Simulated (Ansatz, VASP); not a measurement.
# CdSe: VASP beside Ansatz

INCAR

```
PREC     = Accurate       # precision mode
ENCUT    = 520            # plane-wave cutoff, eV
EDIFF    = 1E-7           # SCF threshold, eV
ISMEAR   = 0              # smearing method
SIGMA    = 0.05           # smearing width, eV
LREAL    = False          # projectors in reciprocal space
LASPH    = True           # aspherical terms in the spheres
NELM     = 60             # most SCF steps
ALGO     = Normal         # electronic algorithm
ISIF     = 2              # what is computed and relaxed
LWAVE    = False          # write WAVECAR
LCHARG   = False          # write CHGCAR
GGA      = PS             # functional
NBANDS   = 16             # bands
```

Contents of KPOINTS:

```
Automatic mesh
0
Gamma
  10 10 10
```

Contents of POSCAR:

```
CdSe
1.0
    0.0000000000      2.9083078784      2.9083078784
    2.9083078784      0.0000000000      2.9083078784
    2.8319163248      2.8319163248      0.0763915536
Cd Se
1 1
Direct
    0.0000000000      0.0000000000      0.0000000000
    0.7500000000      0.7500000000      0.7500000000
```

Input for Ansatz:

```yaml
crystal:
  lattice:
    - [0.0, 2.9083078784, 2.9083078784]
    - [2.9083078784, 0.0, 2.9083078784]
    - [2.8319163248, 2.8319163248, 0.0763915536]
  atoms:
    - { symbol: Cd, position: [0.0, 0.0, 0.0] }
    - { symbol: Se, position: [0.75, 0.75, 0.75] }
basis:
  ecutwfc: 420
kpoints:
  mp_grid: { grid: [10, 10, 10] }
hamiltonian:
  xc: pbesol
scf:
  occupations: { method: gaussian, width: 0.05 }
output:
  forces: true
  stress: true
  eigenvalues: true
```

Alike in both runs: task single point; functional PBEsol; k mesh 10 × 10 × 10; occupations gaussian, width 0.05 eV; no spin polarisation.

```csv
,VASP,Ansatz
version,VASP 6.6.1,Ansatz 0.2.0
potentials or method,"VASP PAW PBE potentials, release 64 (Cd, Se)","scalar-relativistic, plane waves, PAW"
plane-wave cutoff (eV),520,420
valence electrons in the cell,18,36
```

VASP gave:

| Item | Value |
| --- | --- |
| gap on the k mesh at the Fermi level (eV) | 0.71 |
| least direct gap on the mesh (eV) | 0.71 |
| pressure (GPa) | 14.6 |
| largest component of the traceless stress (GPa) | 2.53 |
| rms of the force components (eV/Å) | 0.428 |

Problem. Which values does Ansatz return?

Solution. gap on the k mesh at the Fermi level (eV): 0.70; least direct gap on the mesh (eV): 0.70; pressure (GPa): 13.9; largest component of the traceless stress (GPa): 2.47; rms of the force components (eV/Å): 0.414.

Atom by atom the forces differ by 0.014 eV/Å (rms over components). The functional is the same, so the differences come from potentials, cutoffs and numerics. The two sets of potentials don't hold the same shells in valence.

Caveats: the PAW data sets were made with another functional, which shifts forces and pressure a little (VASP).
